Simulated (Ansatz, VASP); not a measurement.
# Te: VASP beside Ansatz

```xyz
1
Lattice="2.3059 1.3313 1.6910 -2.3059 1.3313 1.6910 0.0000 -2.6626 1.6910" Properties=species:S:1:pos:R:3 pbc="T T T"
Te    0.0000    0.0000    2.5364
```

This isn't the form of Te at room conditions, which is trigonal, of chains.

Alike in both runs: task relaxation of cell and atoms; functional LDA; k mesh 9 × 9 × 9; occupations fermi-dirac, width 0.05 eV; no spin polarisation.

|  | VASP | Ansatz |
| --- | --- | --- |
| version | VASP 6.6.1 | Ansatz 0.2.0 |
| potentials or method | VASP PAW LDA potentials, release 64 (Te) | Ansatz PAW |
| plane-wave cutoff (eV) | 600 | 420 |
| valence electrons in the cell | 6 | 16 |

|  | VASP | Ansatz | Ansatz less VASP |
| --- | --- | --- | --- |
| gap on the k mesh at the Fermi level, each at its own relaxed structure (eV) | none | none | - |
| relaxed volume (Å³/atom) | 30.81 | 30.75 | -0.054 |
| relaxed cell length with the largest relative difference (Å) | 3.137 | 3.135 | -0.0019 |
| energy change over the relaxation (meV/atom) | -3 | -3 | -0.5 |

A gap of «none» marks a metal or a gap that the smearing closes. The two sets of potentials don't hold the same shells in valence.

Caveats: the plane-wave basis is chosen anew once the cell has moved, so the energies of steps on either side of that aren't comparable (Ansatz); the PAW data sets come from PBE, with cores solved anew for the run's functional, which leaves a small shift of forces and pressure (Ansatz). Spin-orbit coupling is left out, which matters for the levels of Te.
